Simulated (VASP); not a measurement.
TaS2:

```
Ta S
1.0
     3.35000    0.00000    0.00000
    -1.67500    2.90119    0.00000
     0.00000    0.00000    5.86000
Ta S
1 2
Cartesian
  0.0000 0.0000 0.0000
  0.0000 1.9341 1.4650
  1.6750 0.9671 4.3950
```

- Program: VASP 6.6.1
- Task: relaxation of cell and atoms
- Functional: optB86b-vdW
- Potentials or basis: VASP PAW PBE potentials, release 64 (Ta_pv, S)
- Cutoff: 600 eV
- k mesh: 15 × 15 × 6
- Occupations: methfessel-paxton, width 0.1 eV
- Spin: no spin polarisation

At the start: pressure 7.3 GPa; volume 18.98 Å³/atom.

**Question.** Where does the relaxation end?

**Answer.** Over 15 steps the energy falls by 34.1 meV/atom and the volume is 19.15 Å³/atom (+0.9 %); space group P-3m1 (No. 164, to 0.05 Å).

The path:
```
step  energy change (eV)  largest force (eV/Å)  pressure (GPa)  volume (Å³)
   1              0.0000                1.3286            7.30        56.95
   2              0.1882                1.5574          -12.07        64.37
   3             -0.0895                0.1322           -1.12        59.48
   4             -0.0897                0.1719           -0.88        59.39
   5             -0.0897                0.1926           -0.74        59.34
   6             -0.0988                0.1033           -0.27        58.77
   7             -0.1000                0.0579           -0.03        58.49
   8             -0.1000                0.0557           -0.03        58.47
   9             -0.1004                0.0335           -0.15        58.42
  10             -0.1012                0.0321           -0.51        58.27
  11             -0.1013                0.0609           -0.67        58.20
  12             -0.1014                0.0581           -0.64        58.17
  13             -0.1017                0.0507           -0.56        58.06
  14             -0.1021                0.0350           -0.38        57.86
  15             -0.1024                0.0041            0.03        57.45
```

Final structure:
```yaml
crystal:
  lattice:
    - [3.34818, 0.00000, 0.00000]
    - [-1.67409, 2.89961, 0.00000]
    - [0.00000, 0.00000, 5.91753]
  atoms:
    - { symbol: Ta, position: [0.00000, 0.00000, 0.00000] }
    - { symbol: S, position: [0.33333, 0.66667, 0.26114] }
    - { symbol: S, position: [0.66667, 0.33333, 0.73886] }
```

Caveat: the PAW data sets were made with another functional, which shifts forces and pressure a little.
